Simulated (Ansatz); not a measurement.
Compressing Ta

These are results of Ansatz 0.2.0, DFT PBE, scalar-relativistic, plane waves, PAW, not measurements. Settings: 420 eV cutoff, 18×18×18 k-mesh, Gaussian smearing of 0.10 eV, no spin polarisation.

Starting point, cell and atoms relaxed:

```xyz
1
Lattice="-1.6595 1.6595 1.6595 1.6595 -1.6595 1.6595 1.6595 1.6595 -1.6595" Properties=species:S:1:pos:R:3 pbc="T T T"
Ta    0.0000    0.0000    0.0000
```

Cell and atoms are relaxed at each pressure within the symmetry of the start, at zero temperature, so transitions that lower the symmetry aren't seen. The k-mesh given is that at zero pressure and may differ at others. a, b and c are the lengths of the cell vectors above. ΔH is E + PV over the energy at zero pressure.

Spin–orbit coupling is left out, which can shift energies with elements as heavy as these.

```tsv
P (GPa)	V (Å³/atom)	V/V0	a (Å)	b (Å)	c (Å)	ΔH (eV/atom)
-2	18.48	1.011	2.885	2.885	2.885	-0.229
0	18.28	1.000	2.874	2.874	2.874	0.000
2	18.10	0.990	2.865	2.865	2.865	0.227
5	17.83	0.975	2.850	2.850	2.850	0.563
10	17.43	0.954	2.829	2.829	2.829	1.113
20	16.75	0.916	2.792	2.792	2.792	2.179
40	15.69	0.858	2.731	2.731	2.731	4.201
```